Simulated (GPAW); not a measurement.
The system is Ni.

```xyz
1
Lattice="0.0000 1.7376 1.7376 1.7376 0.0000 1.7376 1.7376 1.7376 0.0000" Properties=species:S:1:pos:R:3 pbc="T T T"
Ni    0.0000    0.0000    0.0000
```

Base run:

- Program: GPAW 26.7.0
- Functional: revPBE
- Potentials or basis: the program's PAW data sets (release 1.2.1) made for this functional
- Cutoff: 600 eV
- Basis: pw
- k mesh: 13 × 13 × 13
- Occupations: fermi-dirac, width 0.05 eV
- Spin: collinear spin, ferromagnetic start
- Starting moments: [1.0] μB

Its results: pressure 15.3 GPa; net moment 0.63 μB per cell; site moments Ni +0.67 μB.

Problem. After a change of settings the same cell gave: pressure 17.0 GPa; net moment 0.64 μB per cell; site moments Ni +0.68 μB. Which change was it?
A. functional from revPBE to r2SCAN; potentials or basis from the program's PAW data sets (release 1.2.1) made for this functional to GPAW PAW data sets (gpaw-data 1.2.1)
B. functional from revPBE to RPBE; occupations from fermi-dirac, width 0.05 eV to gaussian, width 0.05 eV
C. functional from revPBE to LDA; occupations from fermi-dirac, width 0.05 eV to gaussian, width 0.02 eV

Solution. B.

Caveats: the stock nickel data set gives pressures a few GPa off other programs; so large a pressure means that the cell lies far from this level's equilibrium, or that cutoff or potentials fall short.

Runs at the PBE level aren't shown here.
